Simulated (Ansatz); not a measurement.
ZnS (Wurtzite-4H):

```xyz
8
Lattice="3.8227 0.0000 0.0000 -1.9114 3.3106 0.0000 0.0000 0.0000 12.5200" Properties=species:S:1:pos:R:3 pbc="T T T"
Zn    1.9114    1.1035    9.3900
Zn    0.0000    2.2070    3.1300
Zn    0.0000    0.0000    6.2600
Zn    0.0000    0.0000    0.0000
S     1.9114    1.1035   11.7375
S     0.0000    2.2070    5.4775
S     0.0000    0.0000    8.6075
S     0.0000    0.0000    2.3475
```

| Quantity | Value |
| --- | --- |
| Program | Ansatz 0.2.0 |
| Task | relaxation of cell and atoms |
| Functional | RPBE |
| Potentials or basis | Ansatz PAW |
| Cutoff | 420 eV (not typed: the program's choice for these potentials) |
| k mesh | 8 × 8 × 3 |
| Occupations | fermi-dirac, width 0.05 eV |
| Spin | no spin polarisation |

At the start: volume 19.81 Å³/atom.

Task: Where does the relaxation end?

Result: It ends after 5 steps and the volume is 20.94 Å³/atom (+5.7 %); space group P6_3mc (No. 186, to 0.05 Å).

The path:
```csv
step,energy change (eV),largest force (eV/Å),volume (Å³)
1,0.0000,0.0431,158.44
2,-0.0839,0.0153,163.57
3,-0.1009,0.0042,167.17
4,-0.1009,0.0091,167.54
5,-0.1053,0.0092,167.54
```

Final structure:
```cif
data_structure
_symmetry_space_group_name_H-M 'P 1'
_symmetry_Int_Tables_number 1
_cell_length_a 3.8955
_cell_length_b 3.8955
_cell_length_c 12.7483
_cell_angle_alpha 90.000
_cell_angle_beta 90.000
_cell_angle_gamma 120.000
_cell_volume 167.54
loop_
_atom_site_label
_atom_site_type_symbol
_atom_site_fract_x
_atom_site_fract_y
_atom_site_fract_z
_atom_site_occupancy
Zn1 Zn 0.66667 0.33333 0.75011 1
Zn2 Zn 0.33333 0.66667 0.25011 1
Zn3 Zn 0.00000 0.00000 0.50010 1
Zn4 Zn 0.00000 0.00000 0.00010 1
S1 S 0.66667 0.33333 0.93757 1
S2 S 0.33333 0.66667 0.43757 1
S3 S 0.00000 0.00000 0.68723 1
S4 S 0.00000 0.00000 0.18723 1
```

Caveat: the plane-wave basis is chosen anew once the cell has moved, so the energies of steps on either side of that aren't comparable; the PAW data sets come from PBE, with cores solved anew for the run's functional, which leaves a small shift of forces and pressure.
